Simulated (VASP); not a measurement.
Input of a VASP 6.6.1 run:

The input POSCAR:

```
GaSb
1.0
    0.0000000000      3.0590000000      3.0590000000
    3.0590000000      0.0000000000      3.0590000000
    3.0590000000      3.0590000000      0.0000000000
Sb Ga
1 1
Direct
    0.7500000000      0.7500000000      0.7500000000
    0.0000000000      0.0000000000      0.0000000000
```

Contents of INCAR.step1:

```
ALGO = Normal
EDIFF = 1E-5
ENCUT = 520
GGA = PE
ISIF = 2
ISMEAR = -1
LASPH = T
LCHARG = F
LREAL = F
LWAVE = T
NELM = 60
PREC = Accurate
SIGMA = 0.05
```

INCAR.step2

```
AEXX = 0.5
ALGO = Normal
EDIFF = 1E-7
ENCUT = 520
HFRCUT = -1
ISIF = 2
ISMEAR = -1
ISTART = 1
LASPH = T
LCHARG = F
LHFCALC = T
LMIXTAU = T
LREAL = F
LWAVE = F
METAGGA = R2SCAN
NELM = 60
PREC = Accurate
PRECFOCK = Fast
SIGMA = 0.05
```

KPOINTS

```
k-points
0
Gamma
  4 4 4
```

File KPOINTS_OPT:

```
path GXWKGLUWLK,UX
8
line-mode
reciprocal
 0.0000000000  0.0000000000  0.0000000000  G
 0.5000000000  0.0000000000  0.5000000000  X

 0.5000000000  0.0000000000  0.5000000000  X
 0.5000000000  0.2500000000  0.7500000000  W

 0.5000000000  0.2500000000  0.7500000000  W
 0.3750000000  0.3750000000  0.7500000000  K

 0.3750000000  0.3750000000  0.7500000000  K
 0.0000000000  0.0000000000  0.0000000000  G

 0.0000000000  0.0000000000  0.0000000000  G
 0.5000000000  0.5000000000  0.5000000000  L

 0.5000000000  0.5000000000  0.5000000000  L
 0.6250000000  0.2500000000  0.6250000000  U

 0.6250000000  0.2500000000  0.6250000000  U
 0.5000000000  0.2500000000  0.7500000000  W

 0.5000000000  0.2500000000  0.7500000000  W
 0.5000000000  0.5000000000  0.5000000000  L

 0.5000000000  0.5000000000  0.5000000000  L
 0.3750000000  0.3750000000  0.7500000000  K

 0.6250000000  0.2500000000  0.6250000000  U
 0.5000000000  0.0000000000  0.5000000000  X
```

Potentials or basis: VASP PAW PBE potentials, release 64 (Sb, Ga_d).

Run with:

```bash
$ cat potpaw_PBE.64/Sb/POTCAR potpaw_PBE.64/Ga_d/POTCAR > POTCAR
$ cp INCAR.step1 INCAR
$ mpirun -np 1 vasp_std > vasp.out
$ cp INCAR.step2 INCAR
$ mpirun -np 1 vasp_std > vasp.out
```

(1) What does it give for the band gap along the path?

(2) Predict the band gap on the k mesh.

(3) What does it give for the pressure?

## Answers

(1) 3.37 eV, indirect (least direct gap 3.39 eV).

(2) 3.37 eV, indirect (least direct gap 3.39 eV).

(3) -3.9 GPa.

Caveat: the k mesh is coarse (spacing up to 0.44 Å⁻¹), so the values aren't converged, least of all with exact exchange; the PAW data sets were made with another functional, which shifts forces and pressure a little; spin-orbit coupling is left out, which moves the levels of the heavy elements.
